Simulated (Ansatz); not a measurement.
Input of an Ansatz 0.2.0 run:

input

```
crystal:
  lattice:
    - [1.6170930752, 0.9336291223, 4.800592584]
    - [-1.6170930752, 0.9336291223, 4.800592584]
    - [0.0, -1.8672582446, 4.800592584]
  atoms:
    - { symbol: Sn, position: [0.5, 0.5, 0.5] }
    - { symbol: O, position: [0.76283, 0.76283, 0.76283] }
    - { symbol: O, position: [0.23717, 0.23717, 0.23717] }
hamiltonian:
  xc: hf
  pseudopotentials: { kind: paw }
kpoints:
  mp_grid: { grid: [5, 5, 5] }
  band_path:
    path:
      - [[0.0, 0.0, 0.0], [0.5, 0.0, 0.0], [0.5, 0.1918821804, -0.1918821804]]
      - [[0.8081178196, 0.5, 0.1918821804], [0.5, 0.5, 0.5], [0.0, 0.0, 0.0], [0.3459410902, 0.0, -0.3459410902]]
      - [[0.6540589098, 0.3459410902, 0.0], [0.5, 0.5, 0.0], [0.6540589098, 0.6540589098, 0.1918821804], [0.5, 0.5, 0.5]]
      - [[0.5, 0.0, 0.0], [0.8081178196, 0.3459410902, 0.3459410902]]
    npoints: 4
scf:
  occupations: { method: fermi_dirac, width: 0.05 }
  n_extra_bands: 7
output:
  forces: true
  stress: true
  eigenvalues: true
  fatbands: false
```

(1) What does it give for the band gap on the k mesh?

(2) Predict the largest force.

(3) Predict the band gap along the path.

(4) What does it give for the pressure?

Results:

(1) 11.83 eV, indirect (least direct gap 12.08 eV).

(2) 2.072 eV/Å.

(3) 11.81 eV, indirect (least direct gap 12.08 eV).

(4) -16.6 GPa.

Caveat: the k mesh is coarse (spacing up to 0.46 Å⁻¹), so the values aren't converged, least of all with exact exchange; so large a pressure means that the cell lies far from this level's equilibrium, or that cutoff or potentials fall short; spin-orbit coupling is left out, which moves the levels of the heavy elements; the PAW data sets come from PBE, with cores solved anew for the run's functional, which leaves a small shift of forces and pressure; forces of over 1 eV/Å show positions far from the minimum, so gaps and moduli don't describe the material at rest; the thresholds are loose for stress.
